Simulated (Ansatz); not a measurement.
# Pt (Im-3m) in Ansatz: settings compared

One crystal, Pt, is run at these levels: RPBE+D3(BJ), RPBE+D4, PBE; tasks: relaxation of cell and atoms, single point.

Program: Ansatz 0.2.0. These are calculated values, not measurements. Logs are shortened: lines on timing, memory, paths and dates and some standing lists are left out, and cuts for length are marked.

### Step 1. The structure

It takes space group Im-3m (No. 229, cubic). Conventional cell: a = 3.168 Å, b = 3.168 Å, c = 3.168 Å, α = 90.00°, β = 90.00°, γ = 90.00°. Pt (site symmetry m-3m) is surrounded by 8 Pt at 2.74 Å.

This isn't the form of Pt at room conditions, which is fcc.

### Step 2. Relaxation of cell and atoms, RPBE+D3(BJ)

File input.yaml:

```yaml
crystal:
  lattice:
    - [-1.58422, 1.58422, 1.58422]
    - [1.58422, -1.58422, 1.58422]
    - [1.58422, 1.58422, -1.58422]
  atoms:
    - { symbol: Pt, position: [0.0, 0.0, 0.0] }
hamiltonian:
  xc: rpbe
  pseudopotentials: { kind: paw }
  dispersion: d3bj
kpoints:
  mp_grid: { grid: [12, 12, 12] }
scf:
  occupations: { method: fermi_dirac, width: 0.05 }
output:
  forces: true
  stress: true
  eigenvalues: true
relax:
  f_tol: 0.01
  max_steps: 40
  cell: { stress_tol: 0.05 }
```

Potentials or basis: Ansatz PAW.

Launch:

```sh
> ansatz run input.yaml --threads 2 --pin off --max-ram 5632MiB --backend cpu --events-out ev --progress --plain --runs-dir out
```

Log:

```text
Warning: RAYON_NUM_THREADS=2 ignored (pool sized by the plan → 2); use --threads N
Engine: ansatz 0.2.0, aarch64-unknown-linux-gnu
Pseudopotentials: kind: paw
Pseudopotential: Pt, paw, valence charge 18, recommended cutoff 420 eV (normal), Pt.paw.azcp
Functional definition: RPBE
  parameter kappa = 0.804
  parameter beta = 0.06672455060314922
  exchange = rpbe_x(kappa = kappa, mu = beta*pi^2/3)
  correlation = pbe_c(beta = beta)
Crystal: 1 atoms, lattice volume = 15.904 Å³
Basis set: ecut = 420 eV, 321 PW (Γ), exchange–correlation on 40×40×40 points (8 copies of the dense FFT grid, shifted against one another)
Bands: 13, of which v1, the nominal top of the filled ones, is band 9 counted from 1 (8 counted from 0)
Symmetry: 48 space group operations
Space group: Im-3m (ITA 229), of the structure as read, at distance tolerance 2.5e-5 Å
k-points: 72 of 1728
Non-local potential: Pt, projectors of the file, l = 0: 3, l = 1: 2, l = 2: 2, l = 3: 1
PAW form: soft (Blöchl's): semilocal exchange-correlation on the pseudo side does not see the compensation charge
PAW frozen core: Pt, regenerated for the run's functional, and the local potential with it (the file was generated under x = pbe(κ = 0.804, μ = 0.2195149727645171), c = pbe(β = 0.06672455060314922))
PAW one-centre angular grid: Pt, 590 points (default); XC on 64 Gauss nodes
Initial density: superposition of atomic densities (neutral atoms: chi_scale 0, normalization atom), corrected by the library's trained network
Initial wavefunctions: pseudopotential atomic-orbital guess
Functional: x = rpbe, c = pbe(β = 0.06672455060314922)
SCF iter   1: F=—  HF=-12540.787596 eV  |F-HF|=—  |Δ(HF+E_count)|=         —  Δρ=5.32e-3  dr2=3.14e-3  ethr=1.77e-3  ⟨swp⟩=5.0  Hψ=5055  notcnv=0
preconditioner: auto → none  [metal: Δε(μ)=0.086 eV  Ē_g=13.599 eV  σ=0.050 eV  W_gap=0.40  n_scr=0 (ndim 8)  ℏωp=29.4 eV  f_vac=0.000  D(μ)=0.71/eV (n_scr^D=12)]
SCF iter   2: F=—  HF=-12540.787519 eV  |F-HF|=—  |Δ(HF+E_count)|=   7.67e-5  Δρ=2.07e-3  dr2=2.42e-4  ethr=1.75e-5  ⟨swp⟩=2.3  Hψ=1940  notcnv=0
SCF iter   3: F=—  HF=-12540.787608 eV  |F-HF|=—  |Δ(HF+E_count)|=   8.85e-5  Δρ=1.10e-3  dr2=3.88e-5  ethr=1.35e-6  ⟨swp⟩=2.1  Hψ=1298  notcnv=0
SCF iter   4: F=—  HF=-12540.787683 eV  |F-HF|=—  |Δ(HF+E_count)|=   7.49e-5  Δρ=8.09e-5  dr2=2.21e-7  ethr=2.15e-7  ⟨swp⟩=2.2  Hψ=1348  notcnv=0
iter 5 did not close the SCF: its close was put off for the readings that it lacked (scf_convergence_deferred on its scf_iter line)
SCF iter   5: F=-12540.787683 eV  HF=-12540.787683 eV  |F-HF|=9.64e-11  |Δ(HF+E_count)|=   7.03e-7  Δρ=9.30e-6  dr2=3.85e-9  ethr=1.23e-9  ⟨swp⟩=2.0  Hψ=1536  notcnv=0
SCF iter   6: F=-12540.787683 eV  HF=-12540.787683 eV  |F-HF|=7.28e-11  |Δ(HF+E_count)|=   1.28e-9  Δρ=1.27e-6  dr2=1.08e-10  ethr=2.14e-11  ⟨swp⟩=1.1  Hψ=2816  notcnv=0
SCF 1 converged in 6 iterations: F = -12540.787683 eV  dr2 = 1.08e-10
relax step   1: F+E_penalty+E_count = -12540.78768336 eV  Δ(F+E_penalty+E_count) = +0.000e0 eV  max|allowed force component| = 0.000e0 eV/Å  Δτ_max = 0.0000 Å  P = -44.127 GPa  Ω = 15.904 Å³  (6 SCF iters, dr2 threshold 1.00e-7 eV, accepted)
Crystal: 1 atoms, lattice volume = 13.690 Å³
Basis set: ecut = 420 eV, 249 PW (Γ), exchange–correlation on 40×40×40 points (8 copies of the dense FFT grid, shifted against one another)
Initial density: handed on by an earlier stage of this run
Initial wavefunctions: those handed on with the density
iter 1 solved again at ethr=3.74e-5 eV; its pass at ethr=3.10e-3 eV (dr2=6.74e-3 eV) is discarded
SCF iter   1: F=—  HF=-12541.160890 eV  |F-HF|=—  |Δ(HF+E_count)|=         —  Δρ=1.03e-2  dr2=6.62e-3  ethr=3.74e-5  ⟨swp⟩=1.0  Hψ=6548  notcnv=0
preconditioner: auto → none  [metal: Δε(μ)=0.115 eV  Ē_g=15.286 eV  σ=0.050 eV  W_gap=0.49  n_scr=0 (ndim 8)  ℏωp=31.7 eV  f_vac=0.000  D(μ)=0.48/eV (n_scr^D=0)]
SCF iter   2: F=—  HF=-12541.160295 eV  |F-HF|=—  |Δ(HF+E_count)|=   5.95e-4  Δρ=4.88e-3  dr2=9.31e-4  ethr=3.68e-5  ⟨swp⟩=2.4  Hψ=1302  notcnv=0
SCF iter   3: F=—  HF=-12541.160466 eV  |F-HF|=—  |Δ(HF+E_count)|=   1.71e-4  Δρ=1.30e-3  dr2=1.18e-4  ethr=5.17e-6  ⟨swp⟩=2.0  Hψ=1587  notcnv=0
SCF iter   4: F=—  HF=-12541.160469 eV  |F-HF|=—  |Δ(HF+E_count)|=   3.05e-6  Δρ=1.27e-4  dr2=4.72e-7  ethr=6.53e-7  ⟨swp⟩=2.1  Hψ=1269  notcnv=0
SCF iter   5: F=—  HF=-12541.160474 eV  |F-HF|=—  |Δ(HF+E_count)|=   4.19e-6  Δρ=1.24e-5  dr2=7.75e-9  ethr=5.56e-10  ⟨swp⟩=5.2  Hψ=4415  notcnv=0
SCF iter   6: F=-12541.160474 eV  HF=-12541.160474 eV  |F-HF|=1.09e-11  |Δ(HF+E_count)|=   1.75e-9  Δρ=4.80e-7  dr2=6.67e-12  ethr=4.31e-11  ⟨swp⟩=1.1  Hψ=2813  notcnv=0
SCF 2 converged in 6 iterations: F = -12541.160474 eV  dr2 = 6.67e-12
relax step   2: F+E_penalty+E_count = -12541.16047361 eV  Δ(F+E_penalty+E_count) = -3.728e-1 eV  max|allowed force component| = 0.000e0 eV/Å  Δτ_max = 0.0000 Å  P = -2.848 GPa  Ω = 13.690 Å³  energy of the carried Pulay correction = +1.143e-3 eV  (6 SCF iters, dr2 threshold 1.00e-7 eV, accepted)
Crystal: 1 atoms, lattice volume = 13.559 Å³
iter 1 solved again at ethr=1.25e-7 eV; its pass at ethr=3.10e-3 eV (dr2=2.25e-5 eV) is discarded
SCF iter   1: F=—  HF=-12541.161272 eV  |F-HF|=—  |Δ(HF+E_count)|=         —  Δρ=6.55e-4  dr2=1.94e-5  ethr=1.25e-7  ⟨swp⟩=2.2  Hψ=6306  notcnv=0
preconditioner: auto → none  [insulator: Δε(μ)=0.118 eV  Ē_g=15.420 eV  σ=0.050 eV  W_gap=0.51  n_scr=0 (ndim 8)  ℏωp=31.9 eV  f_vac=0.000  D(μ)=0.48/eV (n_scr^D=0)  ε∞_Penn≈5.3]
SCF iter   2: F=—  HF=-12541.161274 eV  |F-HF|=—  |Δ(HF+E_count)|=   2.44e-6  Δρ=3.21e-4  dr2=4.10e-6  ethr=1.08e-7  ⟨swp⟩=1.0  Hψ=936  notcnv=0
SCF iter   3: F=—  HF=-12541.161276 eV  |F-HF|=—  |Δ(HF+E_count)|=   1.45e-6  Δρ=6.70e-5  dr2=5.65e-7  ethr=2.28e-8  ⟨swp⟩=2.3  Hψ=1609  notcnv=0
SCF iter   4: F=-12541.161276 eV  HF=-12541.161276 eV  |F-HF|=1.33e-9  |Δ(HF+E_count)|=   1.99e-7  Δρ=8.84e-6  dr2=1.99e-9  ethr=5.56e-10  ⟨swp⟩=5.0  Hψ=4239  notcnv=0
SCF 3 converged in 4 iterations: F = -12541.161276 eV  dr2 = 1.99e-9
relax step   3: F+E_penalty+E_count = -12541.16127555 eV  Δ(F+E_penalty+E_count) = -8.019e-4 eV  max|allowed force component| = 0.000e0 eV/Å  Δτ_max = 0.0000 Å  P = +1.091 GPa  Ω = 13.559 Å³  energy of the carried Pulay correction = +1.215e-3 eV  (4 SCF iters, dr2 threshold 1.00e-7 eV, accepted)
Crystal: 1 atoms, lattice volume = 13.595 Å³
iter 1 solved again at ethr=9.72e-9 eV; its pass at ethr=3.10e-3 eV (dr2=1.75e-6 eV) is discarded
SCF iter   1: F=—  HF=-12541.161375 eV  |F-HF|=—  |Δ(HF+E_count)|=         —  Δρ=1.80e-4  dr2=1.45e-6  ethr=9.72e-9  ⟨swp⟩=2.2  Hψ=6083  notcnv=0
preconditioner: auto → none  [insulator: Δε(μ)=0.118 eV  Ē_g=15.389 eV  σ=0.050 eV  W_gap=0.51  n_scr=0 (ndim 8)  ℏωp=31.8 eV  f_vac=0.000  D(μ)=0.49/eV (n_scr^D=0)  ε∞_Penn≈5.3]
SCF iter   2: F=—  HF=-12541.161375 eV  |F-HF|=—  |Δ(HF+E_count)|=   3.69e-7  Δρ=8.67e-5  dr2=3.08e-7  ethr=8.06e-9  ⟨swp⟩=1.0  Hψ=936  notcnv=0
SCF iter   3: F=-12541.161375 eV  HF=-12541.161375 eV  |F-HF|=1.80e-8  |Δ(HF+E_count)|=   8.14e-8  Δρ=1.33e-5  dr2=2.19e-8  ethr=5.56e-10  ⟨swp⟩=4.8  Hψ=3804  notcnv=0
SCF 4 converged in 3 iterations: F = -12541.161375 eV  dr2 = 2.19e-8
relax step   4: F+E_penalty+E_count = -12541.16137523 eV  Δ(F+E_penalty+E_count) = -9.968e-5 eV  max|allowed force component| = 0.000e0 eV/Å  Δτ_max = 0.0000 Å  P = -0.017 GPa  Ω = 13.595 Å³  energy of the carried Pulay correction = +1.195e-3 eV  (3 SCF iters, dr2 threshold 1.00e-7 eV, accepted)
Basis set: ecut = 420 eV, 249 PW (Γ), exchange–correlation on 36×36×36 points (8 copies of the dense FFT grid, shifted against one another)
Initial wavefunctions: pseudopotential atomic-orbital guess (no wavefunctions were taken with the density)
iter 1 solved again at ethr=8.98e-8 eV; its pass at ethr=3.10e-3 eV (dr2=1.62e-5 eV) is discarded
SCF iter   1: F=—  HF=-12541.159646 eV  |F-HF|=—  |Δ(HF+E_count)|=         —  Δρ=6.41e-4  dr2=9.29e-6  ethr=8.98e-8  ⟨swp⟩=2.8  Hψ=7313  notcnv=0
preconditioner: auto → none  [insulator: Δε(μ)=0.118 eV  Ē_g=15.388 eV  σ=0.050 eV  W_gap=0.51  n_scr=0 (ndim 8)  ℏωp=31.8 eV  f_vac=0.000  D(μ)=0.49/eV (n_scr^D=0)  ε∞_Penn≈5.3]
SCF iter   2: F=—  HF=-12541.159650 eV  |F-HF|=—  |Δ(HF+E_count)|=   4.67e-6  Δρ=2.98e-4  dr2=1.72e-6  ethr=5.16e-8  ⟨swp⟩=2.0  Hψ=1582  notcnv=0
SCF iter   3: F=—  HF=-12541.159644 eV  |F-HF|=—  |Δ(HF+E_count)|=   5.89e-6  Δρ=5.24e-5  dr2=1.65e-7  ethr=9.57e-9  ⟨swp⟩=2.6  Hψ=1601  notcnv=0
SCF iter   4: F=—  HF=-12541.159645 eV  |F-HF|=—  |Δ(HF+E_count)|=   2.59e-8  Δρ=1.41e-5  dr2=5.46e-9  ethr=9.19e-10  ⟨swp⟩=2.4  Hψ=1457  notcnv=0
SCF iter   5: F=-12541.159645 eV  HF=-12541.159645 eV  |F-HF|=3.64e-12  |Δ(HF+E_count)|=   9.24e-9  Δρ=3.47e-7  dr2=4.71e-12  ethr=1.00e-12  ⟨swp⟩=4.4  Hψ=4517  notcnv=0
SCF 5 converged in 5 iterations: F = -12541.159645 eV  dr2 = 4.71e-12
relax step   5: F+E_penalty+E_count = -12541.15964452 eV  Δ(F+E_penalty+E_count) = +1.731e-3 eV  max|allowed force component| = 0.000e0 eV/Å  Δτ_max = 0.0000 Å  P = +0.048 GPa  Ω = 13.595 Å³  stress off target by 4.80e-2 GPa  SCF on the basis re-selected at this cell (its energy is not comparable with the rows above)  (5 SCF iters)
basis re-selected at this cell: Δ(F+E_penalty+E_count) = +1.731e-3 eV, ΔP = +0.065 GPa vs the last step (what re-selecting the basis moved, of the pressure what is left beyond the Pulay correction that the steps carried, after the strain that the cell walked since its last selection, with what the two solves' SCF thresholds leave and, on support functions, any second-order correction that the steps lacked; it is no measure of the basis error at this ecutwfc). The dense FFT grid was sized anew with the basis: this SCF ran on 18×18×18 points, the steps before it on 20×20×20, so part of this shift can come from that change (see relax.cell in the input reference). This SCF's stress stands 4.80e-2 GPa from its target on what of the cell is left free (relax.cell.stress_tol is 5.00e-2 GPa) and its largest allowed force component is 0.00e0 eV/Å (relax.f_tol is 1.00e-2 eV/Å): within both
SCF converged after 5 iterations
Free energy (F): -12541.159645 eV
Harris-Foulkes:  -12541.159645 eV  (|F-HF|=3.64e-12)
Internal energy: -12541.155077 eV  (E = F + TS)
E sigma→0 (E₀):  -12541.157361 eV
Entropy (-TS):   -0.004567 eV (-4.567 meV/atom)
Fermi energy:    26.483119 eV
--- Per-component energies (eV) ---
  E_band       = -74.548567
  E_kinetic    = 643.975777
  E_local      = -1324.716257  (includes V_loc(G=0)·N_el)
  E_nonlocal   = 199.643928
  E_hartree    = 500.536724
  E_xc         = -264.214389
  E_vxc        = -305.777114  (∫ρ·V_xc dr)
  E_paw        = -9468.338260  (= ΣΔE_a)
  E_vpaw       = -288.748518  (= ΣTr[D̂ρ^β])
  E_aug_tail   = 0.000208  (compensation charges beyond the density's cutoff)
  E_ewald      = -2823.174570
  E_disp       = -4.830917  (pairwise vdW)
  E_core_change = -0.037321  (= ΣΔE_core)
  E_smearing   = -0.004567  (= −TS)
  E_closure    = 0.000000  (closes the sum)
  Σ components = -12541.159645   (vs F -12541.159645, Δ=0.00e0)
--- Forces (eV/Å), atoms counted from 1 ---
  atom   1  Pt     0.00000000    -0.00000000     0.00000000
  max |Σ_I F_I| component: 2.05e-32 eV/Å
--- Stress (GPa, compression-positive) ---
        0.047955       0.000000       0.000000
        0.000000       0.047955       0.000000
        0.000000       0.000000       0.047955
  P = ⅓ Tr σ = 0.0480 GPa (0.480 kbar)
--- Band table (eV; the first three rows and the last of 72) ---
  k-point 0: bands = ["-71.9470", "-25.8883", "-25.8883", "-25.8883", "15.4874", "22.2125", "22.2125", "22.2125", "25.2944", "25.2944", "43.5473", "43.5473", "43.5473"]
  k-point 1: bands = ["-71.9429", "-25.9378", "-25.9051", "-25.8882", "15.8154", "22.0706", "22.2066", "22.4941", "25.1081", "25.3041", "43.7244", "43.9531", "44.0472"]
  k-point 2: bands = ["-71.9316", "-26.0715", "-25.9506", "-25.8878", "16.7162", "21.7017", "22.1586", "23.3113", "24.7996", "25.3448", "43.8221", "44.3228", "45.4717"]
  k-point 71: bands = ["-71.8372", "-26.4100", "-26.4100", "-26.4100", "18.8625", "18.8625", "27.3189", "27.3189", "27.3189", "34.6849", "34.6849", "34.6849", "41.8046"]
--- Relaxed structure (4 steps of the walk, 4 accepted, 1 SCFs on fresh bases) ---
  F+E_penalty+E_count = -12541.15964452 eV   max|allowed force component| = 0.000e0 eV/Å   (the final SCF, on the basis selected at the relaxed cell)
  cell:  # Å, volume = 13.5952 Å³
    - [-1.5035192779099968, 1.5035192779099968, 1.5035192779099968]
    - [1.5035192779099968, -1.5035192779099968, 1.5035192779099968]
    - [1.5035192779099968, 1.5035192779099968, -1.5035192779099968]
  atoms:
    - { symbol: Pt, position: [0.0, 0.0, 0.0] }
```

Run time: 2.4 s. Hardware: 2 threads of Arm Neoverse V2, shared host; peak memory 0.28 GiB.

What came out:

```yaml
Free_energy: -12541.1596 eV
Relaxed_volume: 13.60 Å³/atom
Relaxed_cell: a = 2.604 Å, b = 2.604 Å, c = 2.604 Å, α = 109.47°, β = 109.47°, γ = 109.47°
Space_group_after_relaxing_to_0.05_Å: Im-3m (No. 229)
Energy_gained_by_relaxing: 372.0 meV/atom
Ionic_steps: 5
Pressure_after_relaxing: 0.0 GPa
Band_gap_on_the_k_mesh: none (metal or under the smearing width)
```

The path:
| step | energy change (eV) | largest force (eV/Å) | volume (Å³) |
| --- | --- | --- | --- |
| 1 | 0.0000 | 0.0000 | 15.90 |
| 2 | -0.3728 | 0.0000 | 13.69 |
| 3 | -0.3736 | 0.0000 | 13.56 |
| 4 | -0.3737 | 0.0000 | 13.60 |
| 5 | -0.3720 | 0.0000 | 13.60 |

Final structure:
```yaml
crystal:
  lattice:
    - [-1.50352, 1.50352, 1.50352]
    - [1.50352, -1.50352, 1.50352]
    - [1.50352, 1.50352, -1.50352]
  atoms:
    - { symbol: Pt, position: [0.00000, 0.00000, 0.00000] }
```

Levels at points of the mesh, in eV from the Fermi level:
```csv
k point,band 5,band 6,band 7,band 8,band 9,band 10,band 11,band 12,band 13
"(0.00, 0.00, 0.00)",-11.00,-4.27,-4.27,-4.27,-1.19,-1.19,17.06,17.06,17.06
"(0.00, 0.00, -0.50)",-8.02,-6.08,-1.37,-0.72,-0.07,1.53,7.87,13.33,17.35
"(-0.50, -0.50, -0.50)",-7.62,-7.62,0.84,0.84,0.84,8.20,8.20,8.20,15.32
```

Caveat: the plane-wave basis is chosen anew once the cell has moved, so the energies of steps on either side of that aren't comparable; pairwise dispersion overbinds metals, which lowers pressure and volume; the PAW data sets come from PBE, with cores solved anew for the run's functional, which leaves a small shift of forces and pressure.

### Step 3. Relaxation of cell and atoms, RPBE+D4

Edit input.yaml of step 2 so:

```diff
@@ -10,3 +10,3 @@
   pseudopotentials: { kind: paw }
-  dispersion: d3bj
+  dispersion: d4
 kpoints:
```

Potentials or basis: Ansatz PAW.

Launch:

```sh
> ansatz run input.yaml --threads 2 --pin off --max-ram 5632MiB --backend cpu --events-out ev --progress --plain --runs-dir out
```

It took 3 s on 2 threads of Arm Neoverse V2, shared host; peak memory 0.27 GiB.

The run converged. Its results:

```yaml
Free_energy: -12538.1251 eV
Relaxed_volume: 15.24 Å³/atom
Relaxed_cell: a = 2.705 Å, b = 2.705 Å, c = 2.705 Å, α = 109.47°, β = 109.47°, γ = 109.47°
Space_group_after_relaxing_to_0.05_Å: Im-3m (No. 229)
Energy_gained_by_relaxing: 22.2 meV/atom
Ionic_steps: 4
Pressure_after_relaxing: 0.0 GPa
Band_gap_on_the_k_mesh: none (metal or under the smearing width)
```

The path:
| step | energy change (eV) | largest force (eV/Å) | volume (Å³) |
| --- | --- | --- | --- |
| 1 | 0.0000 | 0.0000 | 15.90 |
| 2 | -0.0218 | 0.0000 | 15.35 |
| 3 | -0.0225 | 0.0000 | 15.24 |
| 4 | -0.0222 | 0.0000 | 15.24 |

Final structure:
```
CELL_PARAMETERS angstrom
-1.56176 1.56176 1.56176
1.56176 -1.56176 1.56176
1.56176 1.56176 -1.56176
ATOMIC_POSITIONS crystal
Pt 0.00000 0.00000 0.00000
```

Levels at points of the mesh, in eV from the Fermi level:
```tsv
k point	band 7	band 8	band 9	band 10	band 11	band 12
(0.00, 0.00, 0.00)	-3.60	-3.60	-0.99	-0.99	17.14	17.14
(0.00, 0.00, -0.50)	-1.17	-0.64	0.24	1.21	6.73	13.36
(-0.50, -0.50, -0.50)	0.65	0.65	0.65	7.87	7.87	7.87
```

Caveat: the plane-wave basis is chosen anew once the cell has moved, so the energies of steps on either side of that aren't comparable; pairwise dispersion overbinds metals, which lowers pressure and volume; the PAW data sets come from PBE, with cores solved anew for the run's functional, which leaves a small shift of forces and pressure. Spin-orbit coupling is left out, which matters for the levels of Pt.

### Step 4. Single point, PBE

File input.yaml:

```yaml
crystal:
  lattice:
    - [-1.58422, 1.58422, 1.58422]
    - [1.58422, -1.58422, 1.58422]
    - [1.58422, 1.58422, -1.58422]
  atoms:
    - { symbol: Pt, position: [0.0, 0.0, 0.0] }
hamiltonian:
  xc: pbe
  pseudopotentials: { kind: paw }
kpoints:
  mp_grid: { grid: [12, 12, 12] }
scf:
  occupations: { method: gaussian, width: 0.013 }
output:
  forces: true
  stress: true
  eigenvalues: true
```

Launch:

```sh
> ansatz run input.yaml --threads 2 --pin off --max-ram 5632MiB --backend cpu --events-out ev --progress --plain --runs-dir out
```

Wall time 0.49 s (2 threads of Arm Neoverse V2, shared host); peak memory 0.26 GiB.

The run converged. Its results:

- Free energy: -12522.9329 eV
- Pressure: -1.4 GPa
- Band gap on the k mesh: none (metal or under the smearing width)

Levels at points of the mesh, in eV from the Fermi level:
| k point | band 5 | band 6 | band 7 | band 8 | band 9 | band 10 | band 11 | band 12 | band 13 |
| --- | --- | --- | --- | --- | --- | --- | --- | --- | --- |
| (0.00, 0.00, 0.00) | -9.32 | -3.33 | -3.33 | -3.33 | -0.87 | -0.87 | 17.19 | 17.19 | 17.19 |
| (0.00, 0.00, -0.50) | -6.40 | -4.74 | -1.05 | -0.55 | 0.39 | 1.16 | 6.37 | 13.37 | 15.92 |
| (-0.50, -0.50, -0.50) | -5.90 | -5.90 | 0.64 | 0.64 | 0.64 | 7.77 | 7.77 | 7.77 | 12.82 |

### Step 5. Summary

| task | level | cell | smearing | gap on the mesh (eV) | pressure (GPa) | relaxed volume (Å³/atom) |
| --- | --- | --- | --- | --- | --- | --- |
| relaxation of cell and atoms | RPBE+D3(BJ) | relaxed | fermi-dirac 0.05 eV | none | 0.0 | 13.60 |
| relaxation of cell and atoms | RPBE+D4 | relaxed | fermi-dirac 0.05 eV | none | 0.0 | 15.24 |
| single point | PBE | as given | gaussian 0.013 eV | none | -1.4 | - |

Alike in all rows: potentials or basis Ansatz PAW; no spin polarisation; k mesh 12 × 12 × 12; cutoff (eV) 420.

Caveats: the plane-wave basis is chosen anew once the cell has moved, so the energies of steps on either side of that aren't comparable (some runs); pairwise dispersion overbinds metals, which lowers pressure and volume (some runs); the PAW data sets come from PBE, with cores solved anew for the run's functional, which leaves a small shift of forces and pressure (some runs).

Absolute energies hang on the potentials; compare differences alone.
